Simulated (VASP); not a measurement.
# Re under changes of volume

One of the cells (15.716 Å³/atom); the others are scaled copies at fixed shape and fractional positions:

```
Re
1.0
     0.00000    1.98808    1.98808
     1.98808    0.00000    1.98808
     1.98808    1.98808    0.00000
Re
1
Cartesian
  0.0000 0.0000 0.0000
```

This isn't the form of Re at room conditions, which is hcp.

```yaml
Program: VASP 6.6.1
Functional: PBE
Potentials_or_basis: VASP PAW PBE potentials, release 64 (Re)
Cutoff: 520 eV
k_mesh: 12 × 12 × 12
Occupations: fermi-dirac, width 0.05 eV
Spin: no spin polarisation
```

| volume (Å³/atom) | energy over the lowest point (meV/atom) | pressure (GPa) |
| --- | --- | --- |
| 14.483 | 19.75 | 13.6 |
| 14.791 | 2.00 | 4.9 |
| 15.099 | 0.00 | -2.8 |
| 15.716 | 36.69 | -15.9 |
| 16.024 | ? | ? |
| 16.332 | 118.28 | -26.3 |

Q: What does the run at 16.024 Å³/atom give?

A: Energy over the lowest point 72.50 meV/atom; pressure -21.4 GPa.

Worked out: A Birch-Murnaghan fit of order 3 (a polynomial in V^(-2/3)) to the other rows has its minimum at 14.99 Å³/atom with B0 = V·E''(V) = 370 GPa and B' = 4.5. It gives 72.49 meV/atom at 16.024 Å³/atom, against the run's 72.50, and -dE/dV = -21.3 GPa, against -21.4.

Energies are extrapolated to zero smearing.
